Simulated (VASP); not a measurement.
A run of VASP 6.6.1 is set up as follows.

File INCAR:

```
SYSTEM = C
ALGO = Normal ; EDIFF = 1E-7
ENCUT = 520 ; GGA = PE
ISIF = 2 ; ISMEAR = 0
IVDW = 12 ; LASPH = .TRUE.
LCHARG = .FALSE. ; LREAL = .FALSE.
LWAVE = .FALSE. ; NBANDS = 16
NELM = 100 ; PREC = Accurate
SIGMA = 0.1
```

File KPOINTS:

```
k-points
0
G
  21 21 6
  0 0 0
```

The input POSCAR:

```
C
1.0
    2.4649634496      0.0000000000      0.0000000000
   -1.2324817248      2.1347209668      0.0000000000
    0.0000000000      0.0000000000      6.7405393052
C
4
Direct
    0.0000000000      0.0000000000      0.0025000117
    0.0000000000      0.0000000000      0.5025000117
    0.3333333333      0.6666666667      0.0024999883
    0.6666666667      0.3333333333      0.5024999883
```

Potentials or basis: VASP PAW PBE potentials, release 64 (C).

Run with:

```sh
$ cat potpaw_PBE.64/C/POTCAR > POTCAR
$ mpirun -np 1 vasp_std > vasp.out
```

Task: Predict the dispersion energy per atom.

Result: -0.155 eV.

Task: Predict the band gap on the k mesh.

Result: None (metal or under the smearing width).

Task: Predict the pressure.

Result: 0.4 GPa.

Stress tensor (GPa, compression positive):
```
 0.71  0.00  0.00
 0.00  0.71  0.00
 0.00  0.00 -0.08
```
